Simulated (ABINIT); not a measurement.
CdSe, 2 atoms in the cell. Symmetry: F-43m, No. 216, cubic system. The conventional cell has a = 6.141 Å, b = 6.141 Å, c = 6.141 Å, α = 90.00°, β = 90.00°, γ = 90.00°. Cd (site symmetry -43m) is surrounded by 4 Se at 2.66 Å. Around Se (site symmetry -43m) lie 4 Cd at 2.66 Å. Measurements of this composition are mostly on another form, of space group No. 186.

```yaml
Program: ABINIT 10.8.3 (patched build)
Task: single point
Functional: PBEsol
Potentials_or_basis: PseudoDojo NC SR PBEsol v0.4.1 standard
Cutoff: 1279 eV
k_mesh: 6 × 6 × 6
Occupations: fermi-dirac, width 0.05 eV
Spin: no spin polarisation
```

Potentials or basis: PseudoDojo NC SR PBEsol v0.4.1 standard.

Command:

```sh
$ abinit run.abi > log 2>&1
```

Hardware: 1 thread of Intel(R) Xeon(R) Processor @ 2.70GHz, with other jobs on the host.

Task: How long does it take, and how much memory?

Result: It took 3 min on 1 thread of Intel(R) Xeon(R) Processor @ 2.70GHz, on a shared host, peak memory 0.13 GiB. Counts: scf iterations 16, mpi ranks 1, k points 16, bands 22, plane waves 6046.
